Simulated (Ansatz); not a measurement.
Density of states of AgCl (Fm-3m, a = 5.611 Å, b = 5.611 Å, c = 5.611 Å, α = 90.00°, β = 90.00°, γ = 90.00°), in states per eV and primitive cell, averaged over bins of 0.5 eV. The calculation used Ansatz 0.2.0, DFT PBE, scalar-relativistic, plane waves, PAW.

Cutoff 420 eV; k points 8×8×8 on the computed 2-atom cell (Γ-centred); Gaussian smearing, width 0.02 eV; no spin polarisation.

The cell is relaxed at this level. The states (both spins) are summed by tetrahedra on a 12×12×12 mesh at the self-consistent density. Energies are bin centres; the table starts no lower than −8 eV and ends at 6 eV, or lower where the solved bands end.

The gap is 0.92 eV at this level, with the zero inside it.

```csv
E − E_F (eV),total,Ag 4d,Cl 3p,Ag 5s,Cl 3s
-5.20,1.02,0.16,0.67,0.18,0.00
-4.70,2.64,0.46,1.87,0.28,0.01
-4.20,5.49,2.09,3.32,0.04,0.01
-3.70,2.45,0.87,1.54,0.02,0.00
-3.20,0.43,0.20,0.22,0.00,0.00
-2.70,5.59,5.39,0.16,0.01,0.01
-2.20,8.05,6.99,0.91,0.11,0.03
-1.70,2.52,1.64,0.78,0.06,0.03
-1.20,2.14,1.20,0.87,0.04,0.01
-0.70,1.66,0.86,0.78,0.01,0.00
-0.20,0.00,0.00,0.00,0.00,0.00
0.30,0.00,0.00,0.00,0.00,0.00
0.80,0.02,0.00,0.00,0.02,0.00
1.30,0.06,0.00,0.01,0.04,0.01
1.80,0.10,0.00,0.02,0.07,0.01
2.30,0.31,0.00,0.04,0.23,0.02
2.80,0.62,0.01,0.09,0.46,0.03
3.30,0.90,0.01,0.15,0.64,0.03
3.80,1.11,0.01,0.18,0.71,0.02
4.30,0.84,0.01,0.12,0.44,0.01
4.80,0.05,0.00,0.01,0.02,0.00
5.30,0.58,0.00,0.05,0.13,0.00
```

The columns after the total are the Löwdin projections on the occupied valence shells of the potentials. The rest of the total lies in shells that are empty in the free atom, which aren't projected, and between the atoms.

Cost: 1 run of about 0.19 core-minutes, on Arm Neoverse V1 (shared hosts).